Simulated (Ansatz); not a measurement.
## One atom moved along a line in BN

The calculation used Ansatz, DFT r2SCAN, scalar-relativistic, plane waves, PAW. Cutoff 500 eV, Γ-centred 6×6×6 k-points, Gaussian smearing of 0.05 eV. No spin polarisation. Energies are free energies at this smearing, counted from the undisturbed cell; pressure is positive in compression.

Reference structure (relaxed at this level):

```
CELL_PARAMETERS angstrom
3.60963 0.00000 0.00000
0.00000 -3.60963 0.00000
0.00000 0.00000 -3.60963
ATOMIC_POSITIONS crystal
B 0.00000 0.00000 0.00000
B 0.50000 0.50000 0.00000
B 0.50000 0.00000 0.50000
B 0.00000 0.50000 0.50000
N 0.75000 0.75000 0.75000
N 0.25000 0.25000 0.75000
N 0.25000 0.75000 0.25000
N 0.75000 0.25000 0.25000
```

Atom 5 (N) is moved by x along the Cartesian unit vector (0.000, 1.000, 0.000); the cell and all other atoms stay fixed.

```tsv
x (Å)	ΔE (meV/cell)
-0.1000	183.2
-0.0500	45.9
0.0000	0.0
0.0125	2.9
0.0250	11.5
0.0375	25.8
0.0625	71.7
0.0750	103.2
0.0875	140.4
```

(1) Predict the force along x on the moved atoms (eV/Å) at each point.

Answers

(1)
```
  x (Å) force along x on the moved atoms (eV/Å)
-0.1000                                     3.65
-0.0500                                     1.84
 0.0000                                     0.00
 0.0125                                    -0.46
 0.0250                                    -0.92
 0.0375                                    -1.38
 0.0625                                    -2.29
 0.0750                                    -2.75
 0.0875                                    -3.20
```

Cost: 9 runs of about 0.81 core-minutes in all, on Intel Xeon 6975P-C (Granite Rapids) (shared hosts).